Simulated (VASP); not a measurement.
Runs of VASP 6.6.1 on HfS2. The structure is trigonal, space group P-3m1 (No. 164). The conventional cell has a = 3.640 Å, b = 3.640 Å, c = 6.056 Å, α = 90.00°, β = 90.00°, γ = 120.00°. Around Hf (site symmetry -3m) lie 6 S at 2.54 Å. S (site symmetry 3m) has 3 Hf at 2.54 Å as nearest neighbours. The cell is a database's computed one.

```tsv
task	cell	gap on the mesh (eV)	pressure (GPa)
relaxation of shape and atoms at fixed volume	atoms relaxed at fixed volume from: a relaxed cell with its volume scaled by 0.98	1.25	0.2
relaxation of shape and atoms at fixed volume	atoms relaxed at fixed volume from: a relaxed cell with its volume scaled by 1.02	1.28	-0.1
relaxation of shape and atoms at fixed volume	atoms relaxed at fixed volume from: a relaxed cell with its volume scaled by 0.96	(a)	0.4
relaxation of cell and atoms	relaxed	1.27	0.0
relaxation of shape and atoms at fixed volume	atoms relaxed at fixed volume from: a relaxed cell with its volume scaled by 1.06	(b)	-0.3
relaxation of shape and atoms at fixed volume	atoms relaxed at fixed volume	1.27	0.0
relaxation of shape and atoms at fixed volume	atoms relaxed at fixed volume from: a relaxed cell with its volume scaled by 1.04	1.30	-0.2
relaxation of shape and atoms at fixed volume	atoms relaxed at fixed volume from: a relaxed cell with its volume scaled by 0.94	1.20	0.8
```

Alike in all rows: level PBE; potentials or basis VASP PAW PBE potentials, release 64 (Hf, S); no spin polarisation; k mesh 5 × 5 × 3; cutoff (eV) 300; smearing gaussian 0.03 eV.

Problem. Estimate the missing entries.

Solution. (a) 1.23; (b) 1.31.

Caveats: the cutoff is under 1.25 times the usual one of these potentials, so pressure, stress and relaxed cells hold a basis-set (Pulay) error; spin-orbit coupling is left out, which moves the levels of the heavy elements; an odd mesh through Γ misses points on the zone boundary, where band edges often lie; this functional lacks dispersion, which binds the layers, so the pressure and a relaxed spacing across them are unreliable; the relaxation stopped at its first step, so nothing moved (some runs).

A k mesh can miss the band edges, and the runs leave out spin-orbit coupling on Hf.
